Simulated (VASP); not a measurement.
# BAs (strained h-MgO (five-fold)): one PBE single-point calculation in two programs

```
B As
1.0
     3.36586    0.00000    0.00000
    -1.68293    2.91492    0.00000
     0.00000    0.00000    8.59769
B As
2 2
Direct
  0.33333 0.66667 0.25000
  0.66667 0.33333 0.75000
  0.66667 0.33333 0.25000
  0.33333 0.66667 0.75000
```

The two codes use different PAW datasets and cutoffs. VASP's cell holds 16 valence electrons and Ansatz's 36. Ansatz's stress includes a Pulay correction; VASP's doesn't.

Cutoffs: 520 eV in VASP, 420 eV in Ansatz. k meshes: 12×12×4 and 12×12×4.

|  | VASP | Ansatz |
| --- | --- | --- |
| gap between bands v and c | 0.66 eV | 0.67 eV |
| least direct gap | 0.71 eV | 0.72 eV |
| pressure | 2.1 GPa | 1.6 GPa |

Band v is the last that the valence electrons fill when counted band by band, and c is the next. Levels in eV from the top of v, Ansatz:

| point | v−1 | v | c | c+1 |
| --- | --- | --- | --- | --- |
| Γ | -1.54 | -1.54 | 3.33 | 3.80 |
| M | -1.59 | -0.59 | 0.85 | 2.05 |
| K | -0.27 | -0.27 | 0.98 | 0.98 |
| A | -1.56 | -1.56 | 3.89 | 3.89 |
| L | -1.12 | -1.12 | 1.36 | 1.36 |
| H | -0.06 | -0.06 | 0.67 | 0.67 |

VASP:

```
point    v−1      v     c   c+1
    Γ  -1.53  -1.53  3.32  3.81
    M  -1.59  -0.59  0.84  2.04
    K  -0.28  -0.28  0.97  0.97
    A  -1.55  -1.55  3.90  3.90
    L  -1.13  -1.13  1.35  1.35
    H  -0.06  -0.06  0.66  0.66
```
